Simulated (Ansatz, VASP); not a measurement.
RbBr: VASP beside Ansatz

```xyz
2
Lattice="4.1261 0.0000 0.0000 0.0000 4.1261 0.0000 0.0000 0.0000 3.9610" Properties=species:S:1:pos:R:3 pbc="T T T"
Rb    0.0000    0.0000    0.0000
Br    2.0630    2.0630    1.9805
```

Change from the starting cell: strain +0.000 along x and y, -0.040 along z, atoms carried along.

Alike in both runs: task single point; functional PBE; k mesh 6 × 6 × 6; occupations gaussian, width 0.05 eV; no spin polarisation.

```csv
,VASP,Ansatz
version,VASP 6.6.1,Ansatz 0.2.0
potentials or method,"VASP PAW PBE potentials, release 64 (Rb_sv, Br)","scalar-relativistic, plane waves, PAW"
plane-wave cutoff (eV),520,420
valence electrons in the cell,16,16
```

```csv
,VASP,Ansatz,Ansatz less VASP
gap on the k mesh at the Fermi level (eV),4.07,4.08,+0.002
least direct gap on the mesh (eV),4.21,4.21,+0.001
pressure (GPa),1.6,1.6,-0.04
largest component of the traceless stress (GPa),0.86,0.86,0.000
```

The functional is the same, so the differences come from potentials, cutoffs and numerics.

A k mesh can miss the band edges.
